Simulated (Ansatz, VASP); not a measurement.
# WS in VASP and in Ansatz

```
W S
1.0
     3.41028    0.00000    0.00000
     0.00000    3.41028    0.00000
     0.00000    0.00000    3.41028
W S
1 1
Direct
  0.00000 0.00000 0.00000
  0.50000 0.50000 0.50000
```

Alike in both runs: functional PBE; k mesh 12 × 12 × 12; occupations gaussian, width 0.02 eV; collinear spin; Hubbard terms W d U = 6.2 eV.

Ansatz relaxed the structure, and its values are those at the end. VASP's run is a single point on that final structure, the one shown.

```csv
,VASP,Ansatz
version,VASP 6.6.1,Ansatz 0.2.0
potentials or method,"VASP PAW PBE potentials, release 64 (W_sv, S)","scalar-relativistic, plane waves, PAW"
plane-wave cutoff (eV),520,420
valence electrons in the cell,20,20
```

Ansatz gave:

| Property | Result |
| --- | --- |
| gap on the k mesh at the Fermi level (eV) | none |
| pressure (GPa) | 0.0 |
| net moment per atom (μB) | 2.00 |
| size of the moment on the site where the two differ most (μB) | 3.39 |

**Question.** What did VASP give for the same quantities?

**Answer.** gap on the k mesh at the Fermi level (eV): none; pressure (GPa): -20.8; net moment per atom (μB): 1.20; size of the moment on the site where the two differ most (μB): 2.16.

The net moments differ so much that the two runs ended in different magnetic states, which moves the other rows too. Site moments also hang on the region over which each program counts them. The programs project onto different local orbitals, so the same U acts differently. A gap of «none» marks a metal or a gap that the smearing closes. Ansatz warned: «filled_band_counts_differ_across_k_points».

The runs have no spin-orbit coupling, so splittings on W are missing. The state reached can hang on the start; a lower one may exist.
